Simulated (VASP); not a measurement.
Write the native input for VASP 6.6.1 that does the following.

* Task: relaxation of cell and atoms
* Functional: PBE
* Potentials or basis: VASP PAW PBE potentials, release 64 (Hf_pv, O)
* Cutoff: 600 eV
* k mesh: 4 × 6 × 3
* Occupations: fermi-dirac, width 0.05 eV
* Spin: no spin polarisation
* Hubbard terms: Hf d U = 2 eV
* Further INCAR settings: ALGO = Normal; EDIFF = 1e-06; IBRION = 2; EDIFFG = -0.02; NSW = 40; ISIF = 3

The structure of HfO2 lies in POSCAR:

```
HfO2
1.0
    5.5563950000      0.0000000000      0.0000000000
    0.0000000000      3.3335970000      0.0000000000
    0.0000000000      0.0000000000      6.5049950000
Hf O
4 8
Direct
    0.7486820000      0.7500000000      0.6078710000
    0.2513180000      0.2500000000      0.3921290000
    0.2486820000      0.7500000000      0.8921290000
    0.7513180000      0.2500000000      0.1078710000
    0.6394990000      0.2500000000      0.4234000000
    0.3605010000      0.7500000000      0.5766000000
    0.1394990000      0.2500000000      0.0766000000
    0.8605010000      0.7500000000      0.9234000000
    0.5207940000      0.2500000000      0.8414530000
    0.4792060000      0.7500000000      0.1585470000
    0.0207940000      0.2500000000      0.6585470000
    0.9792060000      0.7500000000      0.3414530000
```

Measurements of this composition are mostly on another form, of space group No. 14.

These files were run (other wordings do the same):

INCAR

```
ALGO = Normal ; EDIFF = 1E-6
EDIFFG = -0.02 ; ENCUT = 600
GGA = PE ; IBRION = 2
ISIF = 3 ; ISMEAR = -1
LASPH = True ; LCHARG = False
LDAU = True ; LDAUJ = 0 0
LDAUL = 2 -1 ; LDAUPRINT = 1
LDAUTYPE = 2 ; LDAUU = 2 0
LMAXMIX = 4 ; LREAL = False
LWAVE = False ; NELM = 100
NSW = 40 ; PREC = Accurate
SIGMA = 0.05
```

KPOINTS

```
k-points
0
Gamma
  4 6 3
```

Potentials or basis: VASP PAW PBE potentials, release 64 (Hf_pv, O).

The run is started by

```bash
$ cat potpaw_PBE.64/Hf_pv/POTCAR potpaw_PBE.64/O/POTCAR > POTCAR
$ mpirun -np 1 vasp_std > vasp.out
```

Results of the run:

```
Relaxed volume                         : 10.26 Å³/atom
Relaxed cell                           : a = 5.600 Å, b = 3.354 Å, c = 6.558 Å, α = 90.00°, β = 90.00°, γ = 90.00°
Space group after relaxing (to 0.05 Å) : Pnma (No. 62)
Energy gained by relaxing              : 4.1 meV/atom
Ionic steps                            : 9
Pressure after relaxing                : -0.2 GPa
Largest force after relaxing           : 0.017 eV/Å
Band gap on the k mesh                 : 3.59 eV, direct
```

Caveat: spin-orbit coupling is left out, which moves the levels of the heavy elements; an odd mesh through Γ misses points on the zone boundary, where band edges often lie.

Run time: 12 min on 1 thread of Intel(R) Xeon(R) Platinum 8488C (Sapphire Rapids), on a shared host, peak memory 0.34 GiB.
